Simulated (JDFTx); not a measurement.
# CaSe (Fm-3m) in JDFTx: notebook

Aim: see how the results for CaSe move with the level of theory and the settings. Levels: r2SCAN, PBEsol. Tasks: band structure, equation of state.

Everything below comes from runs of JDFTx 1.7.0 (patched build). Logs are shortened: lines on timing, memory, paths and dates and some standing lists are left out, and cuts for length are marked. The log counts tension as positive stress, the text compression.

**Experimental background.**

A printed reference work, monograph, original work of 1988 reports, for a bulk crystal of CaSe at 2 K: band gap 3.85 eV (indirect).

The runs below are set against these values where they give the same quantity.

## Step 1: Starting point

Symmetry: Fm-3m, No. 225, cubic system. Conventional cell: a = 5.912 Å, b = 5.912 Å, c = 5.912 Å, α = 90.00°, β = 90.00°, γ = 90.00°. Se (site symmetry m-3m) has 6 Ca at 2.96 Å as nearest neighbours. Ca (site symmetry m-3m) has 6 Se at 2.96 Å as nearest neighbours.

## Step 2: Band structure, r2SCAN

Input file bands.in:

```
lattice Face-Centered Cubic 11.1720608488
coords-type Lattice
ion Se     0.5000000000     0.5000000000     0.5000000000 1
ion Ca     0.0000000000     0.0000000000     0.0000000000 1

ion-species pseudo/Se.upf
ion-species pseudo/Ca.upf
elec-cutoff 40 320
elec-ex-corr mgga-x-r2scan mgga-c-r2scan
elec-smearing Fermi 0.0018374661
elec-n-bands 14
electronic-minimize nIterations 30 energyDiffThreshold 1e-06
davidson-band-ratio 1.3
forces-output-coords Cartesian
include path.kpoints
symmetries none
fix-electron-density run.$VAR

dump-name bands.$VAR
dump End Ecomponents EigStats BandEigs Kpoints Forces
```

Input file path.kpoints:

```
kpoint +0.0000000000 +0.0000000000 +0.0000000000 0.020000000000
kpoint +0.0714285714 +0.0000000000 +0.0714285714 0.020000000000
kpoint +0.1428571429 +0.0000000000 +0.1428571429 0.020000000000
kpoint +0.2142857143 +0.0000000000 +0.2142857143 0.020000000000
kpoint +0.2857142857 +0.0000000000 +0.2857142857 0.020000000000
kpoint +0.3571428571 +0.0000000000 +0.3571428571 0.020000000000
kpoint +0.4285714286 +0.0000000000 +0.4285714286 0.020000000000
kpoint +0.5000000000 +0.0000000000 +0.5000000000 0.020000000000
kpoint +0.5000000000 +0.0833333333 +0.5833333333 0.020000000000
kpoint +0.5000000000 +0.1666666667 +0.6666666667 0.020000000000
kpoint +0.5000000000 +0.2500000000 +0.7500000000 0.020000000000
kpoint +0.4375000000 +0.3125000000 +0.7500000000 0.020000000000
kpoint +0.3750000000 +0.3750000000 +0.7500000000 0.020000000000
kpoint +0.3281250000 +0.3281250000 +0.6562500000 0.020000000000
kpoint +0.2812500000 +0.2812500000 +0.5625000000 0.020000000000
kpoint +0.2343750000 +0.2343750000 +0.4687500000 0.020000000000
kpoint +0.1875000000 +0.1875000000 +0.3750000000 0.020000000000
kpoint +0.1406250000 +0.1406250000 +0.2812500000 0.020000000000
kpoint +0.0937500000 +0.0937500000 +0.1875000000 0.020000000000
kpoint +0.0468750000 +0.0468750000 +0.0937500000 0.020000000000
kpoint +0.0000000000 +0.0000000000 +0.0000000000 0.020000000000
kpoint +0.0833333333 +0.0833333333 +0.0833333333 0.020000000000
kpoint +0.1666666667 +0.1666666667 +0.1666666667 0.020000000000
kpoint +0.2500000000 +0.2500000000 +0.2500000000 0.020000000000
kpoint +0.3333333333 +0.3333333333 +0.3333333333 0.020000000000
kpoint +0.4166666667 +0.4166666667 +0.4166666667 0.020000000000
kpoint +0.5000000000 +0.5000000000 +0.5000000000 0.020000000000
kpoint +0.5250000000 +0.4500000000 +0.5250000000 0.020000000000
kpoint +0.5500000000 +0.4000000000 +0.5500000000 0.020000000000
kpoint +0.5750000000 +0.3500000000 +0.5750000000 0.020000000000
kpoint +0.6000000000 +0.3000000000 +0.6000000000 0.020000000000
kpoint +0.6250000000 +0.2500000000 +0.6250000000 0.020000000000
kpoint +0.5625000000 +0.2500000000 +0.6875000000 0.020000000000
kpoint +0.5000000000 +0.2500000000 +0.7500000000 0.020000000000
kpoint +0.5000000000 +0.2916666667 +0.7083333333 0.020000000000
kpoint +0.5000000000 +0.3333333333 +0.6666666667 0.020000000000
kpoint +0.5000000000 +0.3750000000 +0.6250000000 0.020000000000
kpoint +0.5000000000 +0.4166666667 +0.5833333333 0.020000000000
kpoint +0.5000000000 +0.4583333333 +0.5416666667 0.020000000000
kpoint +0.5000000000 +0.5000000000 +0.5000000000 0.020000000000
kpoint +0.4791666667 +0.4791666667 +0.5416666667 0.020000000000
kpoint +0.4583333333 +0.4583333333 +0.5833333333 0.020000000000
kpoint +0.4375000000 +0.4375000000 +0.6250000000 0.020000000000
kpoint +0.4166666667 +0.4166666667 +0.6666666667 0.020000000000
kpoint +0.3958333333 +0.3958333333 +0.7083333333 0.020000000000
kpoint +0.3750000000 +0.3750000000 +0.7500000000 0.020000000000
kpoint +0.6250000000 +0.2500000000 +0.6250000000 0.020000000000
kpoint +0.5833333333 +0.1666666667 +0.5833333333 0.020000000000
kpoint +0.5416666667 +0.0833333333 +0.5416666667 0.020000000000
kpoint +0.5000000000 +0.0000000000 +0.5000000000 0.020000000000
```

Potentials or basis: SG15-PBE-1.2 with smoothed tails.

Command:

```console
$ jdftx -c 1 -i bands.in -o bands.out
```

Log:

```text
*************** JDFTx 1.7.0 (patched build) ***************

Input parsed successfully to the following command list (including defaults):
[... the input with its defaults ...]

---------- Initializing the Grid ----------
R =
[            0      5.58603      5.58603  ]
[      5.58603            0      5.58603  ]
[      5.58603      5.58603            0  ]
unit cell volume = 348.61
G =
[  -0.562402   0.562402   0.562402  ]
[   0.562402  -0.562402   0.562402  ]
[   0.562402   0.562402  -0.562402  ]
Minimum fftbox size, Smin = [  64  64  64  ]
Chosen fftbox size, S = [  64  64  64  ]

---------- Initializing tighter grid for wavefunction operations ----------
R =
[            0      5.58603      5.58603  ]
[      5.58603            0      5.58603  ]
[      5.58603      5.58603            0  ]
unit cell volume = 348.61
G =
[  -0.562402   0.562402   0.562402  ]
[   0.562402  -0.562402   0.562402  ]
[   0.562402   0.562402  -0.562402  ]
Minimum fftbox size, Smin = [  48  48  48  ]
Chosen fftbox size, S = [  48  48  48  ]

---------- Exchange Correlation functional ----------
Initialized LibXC exchange functional 'Re-regularized SCAN exchange by Furness et al'
Initialized LibXC correlation functional 'Re-regularized SCAN correlation by Furness et al'

---------- Setting up pseudopotentials ----------
Width of ionic core gaussian charges (only for fluid interactions / plotting) set to 0

Reading pseudopotential file 'pseudo/Se.upf':
  'Se' pseudopotential, 'PBE' functional
  Generated using ONCVPSP code by D. R. Hamann
  6 valence electrons, 0 orbitals, 6 projectors, 602 radial grid points, with lMax = 2
  Core radius for overlap checks: 2.56 bohrs.

Reading pseudopotential file 'pseudo/Ca.upf':
  'Ca' pseudopotential, 'PBE' functional
  Generated using ONCVPSP code by D. R. Hamann
  10 valence electrons, 0 orbitals, 6 projectors, 602 radial grid points, with lMax = 2
  Core radius for overlap checks: 2.06 bohrs.

Initialized 2 species with 2 total atoms.

Folded 50 k-points by 1x1x1 to 50 k-points.

---------- Setting up k-points, bands, fillings ----------
No reducable k-points.
Computing the number of bands and number of electrons
Calculating initial fillings.
nElectrons:  16.000000   nBands: 14   nStates: 50

----- Setting up reduced wavefunction bases (one per k-point) -----
average nbasis = 4216.260 , ideal nbasis = 4212.344

---------- Setting up ewald sum ----------
Optimum gaussian width for ewald sums = 2.537078 bohr.
Real space sum over 1331 unit cells with max indices [  5  5  5  ]
Reciprocal space sum over 2197 terms with max indices [  6  6  6  ]

---------- Allocating electronic variables ----------
Reading n from file 'run.n' ... done
Reading tau from file 'run.tau' ... done
Initializing wave functions:  (No orbitals for LCAO)  bandwidth-limited random numbers

----------- Band structure minimization -------------
Minimization will be done independently for each quantum number.

---- Minimization of quantum number:     0  [ +0.0000000 +0.0000000 +0.0000000 ]  0.040000000 ----
BandDavidson: Iter:   0  Eband: +0.199821150767381
BandDavidson: Iter:   1  Eband: +0.046109950581012  dEband: -1.537112e-01
BandDavidson: Iter:   2  Eband: +0.001991040205308  dEband: -4.411891e-02
BandDavidson: Iter:   3  Eband: -0.007324853139561  dEband: -9.315893e-03
[... 855 lines of inner loops ...]
BandDavidson: Iter:  13  Eband: -0.009645441696323  dEband: -1.607371e-06
BandDavidson: Iter:  14  Eband: -0.009645964301155  dEband: -5.226048e-07
BandDavidson: Converged (dEband<1.000000e-06)
	FillingsUpdate:  mu: +0.261135864  nElectrons: 16.000000

Dumping 'bands.eigStats' ...
	eMin: -1.313763 at state 20 ( [ +0.000000 +0.000000 +0.000000 ] spin 0 )
	HOMO: +0.214464 at state 0 ( [ +0.000000 +0.000000 +0.000000 ] spin 0 )
	mu  : +0.261136
	LUMO: +0.305666 at state 49 ( [ +0.500000 +0.000000 +0.500000 ] spin 0 )
	eMax: +0.562831 at state 10 ( [ +0.500000 +0.250000 -0.250000 ] spin 0 )
	HOMO-LUMO gap: +0.091201
	Optical gap  : +0.126730 at state 49 ( [ +0.500000 +0.000000 +0.500000 ] spin 0 )
Done!
[note: mu, HOMO and LUMO in a band run belong to the points of the path alone and aren't those of the crystal]
```

It took 3.4 min on 1 thread of Arm Neoverse V1, shared host; peak memory 0.12 GiB.

Results:

```yaml
Band_gap_along_the_path: 2.48 eV, indirect (least direct gap 3.45 eV)
```

Levels at the corners of the path, in eV from the valence-band top:
| point | band 5 | band 6 | band 7 | band 8 | band 9 | band 10 | band 11 | band 12 |
| --- | --- | --- | --- | --- | --- | --- | --- | --- |
| Γ | -12.30 | 0.00 | 0.00 | 0.00 | 4.00 | 4.26 | 4.26 | 4.26 |
| X | -11.69 | -2.59 | -0.97 | -0.97 | 2.48 | 5.68 | 5.73 | 6.79 |
| W | -11.60 | -2.02 | -2.02 | -1.69 | 4.99 | 4.99 | 5.91 | 6.50 |
| K | -11.62 | -2.31 | -2.07 | -1.13 | 3.79 | 6.39 | 6.43 | 6.45 |
| Γ | -12.30 | 0.00 | 0.00 | 0.00 | 4.00 | 4.26 | 4.26 | 4.26 |
| L | -11.58 | -3.32 | -1.19 | -1.19 | 5.03 | 6.19 | 6.23 | 6.23 |
| U | -11.62 | -2.31 | -2.07 | -1.13 | 3.79 | 6.39 | 6.43 | 6.45 |
| W | -11.60 | -2.02 | -2.02 | -1.69 | 4.99 | 4.99 | 5.91 | 6.50 |
| L | -11.58 | -3.32 | -1.19 | -1.19 | 5.03 | 6.19 | 6.23 | 6.23 |
| K | -11.62 | -2.31 | -2.07 | -1.13 | 3.79 | 6.39 | 6.43 | 6.45 |
| U | -11.62 | -2.31 | -2.07 | -1.13 | 3.79 | 6.39 | 6.43 | 6.45 |
| X | -11.69 | -2.59 | -0.97 | -0.97 | 2.48 | 5.68 | 5.73 | 6.79 |

Caveat: the potentials were made for another functional, which shifts forces and pressure.

## Step 3: Equation of state, PBEsol, 24.28 Å³/atom (volume scaled by 0.94)

Input file CaSe.in:

```
lattice \
    0.0000000000     5.4719978067     5.4719978067 \
    5.4719978067     0.0000000000     5.4719978067 \
    5.4719978067     5.4719978067     0.0000000000
coords-type Lattice
ion Se     0.5000000000     0.5000000000     0.5000000000 1
ion Ca     0.0000000000     0.0000000000     0.0000000000 1

ion-species pseudo/Se.upf
ion-species pseudo/Ca.upf
elec-cutoff 43 344
elec-ex-corr gga-PBEsol
kpoint-folding 8 8 8
elec-smearing Fermi 0.0018374661
elec-n-bands 19
electronic-SCF nIterations 100 energyDiffThreshold 1e-09
electronic-minimize nIterations 30 energyDiffThreshold 1e-7
forces-output-coords Cartesian

dump-name run.$VAR
dump End Ecomponents EigStats BandEigs Kpoints Forces Stress
```

Potentials or basis: PseudoDojo-SR-PBEsol-0.4.1-standard with smoothed tails.

Command:

```console
$ jdftx -c 1 -i CaSe.in -o CaSe.out
```

Log:

```text
*************** JDFTx 1.7.0 (patched build) ***************

[... 9 lines left out ...]
---------- Initializing the Grid ----------
R =
[            0        5.472        5.472  ]
[        5.472            0        5.472  ]
[        5.472        5.472            0  ]
unit cell volume = 327.693
G =
[  -0.574122   0.574122   0.574122  ]
[   0.574122  -0.574122   0.574122  ]
[   0.574122   0.574122  -0.574122  ]
Minimum fftbox size, Smin = [  68  68  68  ]
Chosen fftbox size, S = [  70  70  70  ]

---------- Initializing tighter grid for wavefunction operations ----------
R =
[            0        5.472        5.472  ]
[        5.472            0        5.472  ]
[        5.472        5.472            0  ]
unit cell volume = 327.693
G =
[  -0.574122   0.574122   0.574122  ]
[   0.574122  -0.574122   0.574122  ]
[   0.574122   0.574122  -0.574122  ]
Minimum fftbox size, Smin = [  48  48  48  ]
Chosen fftbox size, S = [  48  48  48  ]

---------- Exchange Correlation functional ----------
Initalized PBEsol GGA exchange.
Initalized PBEsol GGA correlation.
[... 98 lines left out ...]

# Stress tensor in Cartesian coordinates [Eh/a0^3]:
[ -7.42478e-05            0            0  ]
[            0 -7.42478e-05            0  ]
[            0            0 -7.42478e-05  ]

# Ionic positions in lattice coordinates:
ion Se   0.500000000000000   0.500000000000000   0.500000000000000 1
ion Ca   0.000000000000000   0.000000000000000   0.000000000000000 1

# Forces in Cartesian coordinates:
force Se   0.000000000000000   0.000000000000000  -0.000000000000000 1
force Ca  -0.000000000000000   0.000000000000000  -0.000000000000000 1

# Energy components:
   Eewald =      -90.5028424495263550
       EH =       44.1778796226756754
     Eloc =     -124.6693424364088543
      Enl =      -49.2592294853884667
      Exc =      -31.3244752122115848
 Exc_core =       11.4892294389209315
       KE =       91.6755931045574499
-------------------------------------
     Etot =     -148.4131874173812093
       TS =        0.0000000000170208
-------------------------------------
        F =     -148.4131874173982339

IonicMinimize: Iter:   0  F: -148.413187417398234  |grad|_K:  2.307e-41
IonicMinimize: Converged (|grad|_K<1.000000e-04).

#--- Lowdin population analysis ---
# oxidation-state Se -1.253
# oxidation-state Ca +1.542

Dumping 'run.eigStats' ...
	eMin: -1.396212 at state 20 ( [ +0.000000 +0.500000 +0.500000 ] spin 0 )
	HOMO: +0.296374 at state 0 ( [ +0.000000 +0.000000 +0.000000 ] spin 0 )
	mu  : +0.328942
	LUMO: +0.361501 at state 20 ( [ +0.000000 +0.500000 +0.500000 ] spin 0 )
	eMax: +0.631594 at state 28 ( [ +0.250000 +0.500000 -0.250000 ] spin 0 )
	HOMO-LUMO gap: +0.065127
	Optical gap  : +0.102078 at state 20 ( [ +0.000000 +0.500000 +0.500000 ] spin 0 )
Done!
[note: the Lowdin charges miss the electrons that lie outside the files' atomic orbitals]
[note: mu as printed may lie anywhere between the filled and the empty levels]
```

Run time: 82 s. Hardware: 1 thread of Intel Xeon 6975P-C (Granite Rapids), shared host; peak memory 0.2 GiB.

What came out:

* Free energy: -4038.5286 eV
* Pressure: 2.2 GPa
* Band gap on the k mesh: 1.77 eV, indirect (least direct gap 2.78 eV)

## Step 4: Equation of state, PBEsol, 24.80 Å³/atom (volume scaled by 0.96)

Changes to CaSe.in since step 3:

```diff
@@ -1,5 +1,5 @@
 lattice \
-    0.0000000000     5.4719978067     5.4719978067 \
-    5.4719978067     0.0000000000     5.4719978067 \
-    5.4719978067     5.4719978067     0.0000000000
+    0.0000000000     5.5105342721     5.5105342721 \
+    5.5105342721     0.0000000000     5.5105342721 \
+    5.5105342721     5.5105342721     0.0000000000
 coords-type Lattice
@@ -20,2 +20,2 @@
 dump-name run.$VAR
-dump End Ecomponents EigStats BandEigs Kpoints Forces Stress
+dump End Ecomponents EigStats BandEigs Kpoints Forces Stress ElecDensity Dtot KEdensity
```

Command:

```console
$ jdftx -c 1 -i CaSe.in -o CaSe.out
```

It took 77 s on 1 thread of Intel Xeon 6975P-C (Granite Rapids), shared host; peak memory 0.2 GiB.

Results (log left out):

```yaml
Free_energy: -4038.5387 eV
Pressure: 1.0 GPa
Band_gap_on_the_k_mesh: 1.83 eV, indirect (least direct gap 2.82 eV)
```

## Step 5: Equation of state, PBEsol, 25.31 Å³/atom (volume scaled by 0.98)

Changes to CaSe.in since step 4:

```diff
@@ -1,5 +1,5 @@
 lattice \
-    0.0000000000     5.5105342721     5.5105342721 \
-    5.5105342721     0.0000000000     5.5105342721 \
-    5.5105342721     5.5105342721     0.0000000000
+    0.0000000000     5.5485391576     5.5485391576 \
+    5.5485391576     0.0000000000     5.5485391576 \
+    5.5485391576     5.5485391576     0.0000000000
 coords-type Lattice
```

Command:

```console
$ jdftx -c 1 -i CaSe.in -o CaSe.out
```

It took 80 s on 1 thread of Intel Xeon 6975P-C (Granite Rapids), shared host; peak memory 0.19 GiB.

It converged, with:

- Free energy: -4038.5412 eV
- Pressure: -0.2 GPa
- Band gap on the k mesh: 1.89 eV, indirect (least direct gap 2.85 eV)

## Step 6: Equation of state, PBEsol, 25.83 Å³/atom

Changes to CaSe.in since step 5:

```diff
@@ -1,5 +1,5 @@
 lattice \
-    0.0000000000     5.5485391576     5.5485391576 \
-    5.5485391576     0.0000000000     5.5485391576 \
-    5.5485391576     5.5485391576     0.0000000000
+    0.0000000000     5.5860304244     5.5860304244 \
+    5.5860304244     0.0000000000     5.5860304244 \
+    5.5860304244     5.5860304244     0.0000000000
 coords-type Lattice
```

Potentials or basis: PseudoDojo-SR-PBEsol-0.4.1-standard with smoothed tails.

Command:

```console
$ jdftx -c 1 -i CaSe.in -o CaSe.out
```

It took 92 s on 1 thread of Intel Xeon 6975P-C (Granite Rapids), shared host; peak memory 0.2 GiB.

The run converged. Its results:

```yaml
Free_energy: -4038.5370 eV
Pressure: -1.1 GPa
Band_gap_on_the_k_mesh: 1.94 eV, indirect (least direct gap 2.88 eV)
```

## Step 7: Equation of state, PBEsol, 26.35 Å³/atom (volume scaled by 1.02)

Changes to CaSe.in since step 6:

```diff
@@ -1,5 +1,5 @@
 lattice \
-    0.0000000000     5.5860304244     5.5860304244 \
-    5.5860304244     0.0000000000     5.5860304244 \
-    5.5860304244     5.5860304244     0.0000000000
+    0.0000000000     5.6230250816     5.6230250816 \
+    5.6230250816     0.0000000000     5.6230250816 \
+    5.6230250816     5.6230250816     0.0000000000
 coords-type Lattice
```

Command:

```console
$ jdftx -c 1 -i CaSe.in -o CaSe.out
```

Run time: 85 s. Hardware: 1 thread of Intel Xeon 6975P-C (Granite Rapids), shared host; peak memory 0.2 GiB.

Results (log left out):

* Free energy: -4038.5267 eV
* Pressure: -2.0 GPa
* Band gap on the k mesh: 1.99 eV, indirect (least direct gap 2.91 eV)

## Step 8: Equation of state, PBEsol, 26.86 Å³/atom (volume scaled by 1.04)

Changes to CaSe.in since step 7:

```diff
@@ -1,5 +1,5 @@
 lattice \
-    0.0000000000     5.6230250816     5.6230250816 \
-    5.6230250816     0.0000000000     5.6230250816 \
-    5.6230250816     5.6230250816     0.0000000000
+    0.0000000000     5.6595392545     5.6595392545 \
+    5.6595392545     0.0000000000     5.6595392545 \
+    5.6595392545     5.6595392545     0.0000000000
 coords-type Lattice
```

Command:

```console
$ jdftx -c 1 -i CaSe.in -o CaSe.out
```

Run time: 85 s. Hardware: 1 thread of Intel Xeon 6975P-C (Granite Rapids), shared host; peak memory 0.19 GiB.

It converged, with:

- Free energy: -4038.5109 eV
- Pressure: -2.9 GPa
- Band gap on the k mesh: 2.03 eV, indirect (least direct gap 2.94 eV)

## Step 9: Equation of state, PBEsol, 27.38 Å³/atom (volume scaled by 1.06)

Changes to CaSe.in since step 8:

```diff
@@ -1,5 +1,5 @@
 lattice \
-    0.0000000000     5.6595392545     5.6595392545 \
-    5.6595392545     0.0000000000     5.6595392545 \
-    5.6595392545     5.6595392545     0.0000000000
+    0.0000000000     5.6955882472     5.6955882472 \
+    5.6955882472     0.0000000000     5.6955882472 \
+    5.6955882472     5.6955882472     0.0000000000
 coords-type Lattice
```

Potentials or basis: PseudoDojo-SR-PBEsol-0.4.1-standard with smoothed tails.

Command:

```console
$ jdftx -c 1 -i CaSe.in -o CaSe.out
```

Run time: 1.9 min. Hardware: 1 thread of Intel Xeon 6975P-C (Granite Rapids), shared host; peak memory 0.21 GiB.

The run converged. Its results:

```
Free energy            : -4038.4902 eV
Pressure               : -3.6 GPa
Band gap on the k mesh : 2.07 eV, indirect (least direct gap 2.89 eV)
```

## Step 10: Equation of state, PBEsol

No new run: the results of the series are fitted here.

Results:

* Equilibrium volume: 25.24 Å³/atom
* Bulk modulus: 52 GPa
* Pressure derivative of the bulk modulus: 4.1

Energy against volume, from the lowest point:
```
volume (Å³/atom)  energy (meV/atom)
          24.280               6.34
          24.796               1.29
          25.313               0.00
          25.829               2.10
          26.346               7.26
          26.863              15.16
          27.379              25.54
```

## Step 11: Comparison with measurements

Step 2. Against the measured gap of CaSe, 3.85 eV (indirect; 2 K; a printed reference work, monograph, original work of 1988), the calculated 2.48 eV is off by -1.37 eV. Spin-orbit coupling on Se is left out. The value is that of r2SCAN, without temperature or zero-point motion.
